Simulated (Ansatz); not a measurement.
# Computed energy over volume and axial ratio: GeTe (alpha-GeTe type, space group R3m)

GeTe (alpha-GeTe type, space group R3m)

```cif
data_Ge3Te3
_chemical_formula_sum 'Ge3 Te3'
_space_group_name_H-M_alt 'R3m :H'
_space_group_IT_number 160
_space_group_name_Hall 'R 3 -2"'
_cell_length_a 4.22711
_cell_length_b 4.22711
_cell_length_c 10.92009
_cell_angle_alpha 90.000
_cell_angle_beta 90.000
_cell_angle_gamma 120.000
loop_
_atom_site_label
_atom_site_type_symbol
_atom_site_symmetry_multiplicity
_atom_site_Wyckoff_symbol
_atom_site_fract_x
_atom_site_fract_y
_atom_site_fract_z
_atom_site_occupancy
Ge1 Ge 3 a 0.00000 0.00000 0.76575 1
Te1 Te 3 a 0.00000 0.00000 0.23425 1
```
(The calculation used a cell of 2 atoms; values per cell refer to that cell.)

Grid over V/V₀ and (c/a)/(c/a)₀, subscript 0 meaning the relaxed cell; the conventional c axis lies along z; no internal relaxation.

These are PBE (plane waves to 420 eV, PAW, scalar-relativistic; Ansatz, a first-principles code) values and carry that method's errors. k mesh 10×10×10 (Γ-centred), Fermi-Dirac smearing 0.05 eV. E stands for the smeared free energy. Compression counts positive. As the atoms are clamped, bonds stretch with the cell, which overstates energies and stresses. As the smearing reaches across the gap at some points, the response to shear is sensitive to the k mesh, so small differences along c/a are uncertain. GeTe was relaxed with its symmetry unable to fall. Spin-orbit coupling is left out, though Te is heavy. The PAW data are Ansatz's earlier set. The zero of ΔE is the relaxed starting cell.

ΔE (kJ/mol of atoms), with V/V₀ across and (c/a)/(c/a)₀ down:

| (c/a)/(c/a)₀ \ V/V₀ | 0.960 | 0.973 | 0.987 | 1.000 | 1.013 | 1.027 | 1.040 |
|---|---|---|---|---|---|---|---|
| 0.920 | 2.0 | 1.7 | 1.5 | 1.6 | 1.7 | 2.0 | 2.4 |
| 0.947 | 1.2 | 0.9 | 0.7 | 0.7 | 0.8 | 1.1 | 1.4 |
| 0.973 | 0.7 | 0.4 | 0.2 | 0.2 | 0.3 | 0.5 | 0.8 |
| 1.000 | 0.7 | 0.3 | 0.1 | 0.0 | 0.1 | 0.3 | 0.6 |
| 1.027 | 0.9 | 0.5 | 0.3 | 0.2 | 0.2 | 0.4 | 0.6 |
| 1.053 | 1.5 | 1.0 | 0.8 | 0.6 | 0.6 | 0.8 | 1.0 |
| 1.080 | 2.3 | 1.8 | 1.5 | 1.3 | 1.3 | 1.4 | 1.7 |

σzz − σxx (GPa), with V/V₀ across and (c/a)/(c/a)₀ down:

| (c/a)/(c/a)₀ \ V/V₀ | 0.960 | 0.973 | 0.987 | 1.000 | 1.013 | 1.027 | 1.040 |
|---|---|---|---|---|---|---|---|
| 0.920 | 3.1 | 3.2 | 3.2 | 3.3 | 3.3 | 3.3 | 3.3 |
| 0.947 | 2.0 | 2.1 | 2.1 | 2.2 | 2.2 | 2.3 | 2.3 |
| 0.973 | 0.8 | 0.9 | 1.0 | 1.1 | 1.2 | 1.2 | 1.3 |
| 1.000 | -0.3 | -0.2 | -0.1 | 0.0 | 0.1 | 0.2 | 0.3 |
| 1.027 | -1.5 | -1.3 | -1.2 | -1.1 | -1.0 | -0.8 | -0.7 |
| 1.053 | -2.5 | -2.4 | -2.2 | -2.1 | -2.0 | -1.8 | -1.7 |
| 1.080 | -3.4 | -3.3 | -3.2 | -3.1 | -2.9 | -2.8 | -2.7 |

Derived quantities:

| Quantity | Result |
|---|---|
| Modulus against c/a change at fixed volume, (3/4V)·∂²E/∂(ln c/a)² (fit, atoms clamped) | 20 GPa, an upper bound as the atoms could relax |
| Lowest place on the grid | V/V₀ = 1.000, (c/a)/(c/a)₀ = 1.000 (0 meV/atom) |
| Highest place on the grid | V/V₀ = 1.040, (c/a)/(c/a)₀ = 0.920 (25 meV/atom) |

(A scan under strain: stresses follow from slopes of the energy per volume, elastic moduli from its curvatures.)
